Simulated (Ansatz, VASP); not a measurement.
# Two plane-wave programs on Ta

```
Ta
1.0
    -1.65959    1.65959    1.65959
     1.65959   -1.65959    1.65959
     1.65959    1.65959   -1.65959
Ta
1
Direct
  0.00000 0.00000 0.00000
```

Alike in both runs: functional PBE; k mesh 18 × 18 × 18; occupations gaussian, width 0.1 eV; no spin polarisation.

Ansatz relaxed the structure, and its values are those at the end. VASP's run is a single point on that final structure, the one shown.

```csv
,VASP,Ansatz
version,VASP 6.6.1,Ansatz 0.2.0
potentials or method,"VASP PAW PBE potentials, release 64 (Ta_pv)","scalar-relativistic, plane waves, PAW"
plane-wave cutoff (eV),520,420
valence electrons in the cell,11,13
```

|  | VASP | Ansatz | Ansatz less VASP |
| --- | --- | --- | --- |
| gap on the k mesh at the Fermi level (eV) | none | none | - |
| pressure (GPa) | 0.0 | -0.1 | -0.09 |

A gap of «none» marks a metal or a gap that the smearing closes. The two sets of potentials don't hold the same shells in valence.

Spin-orbit coupling is left out, which matters for the levels of Ta.
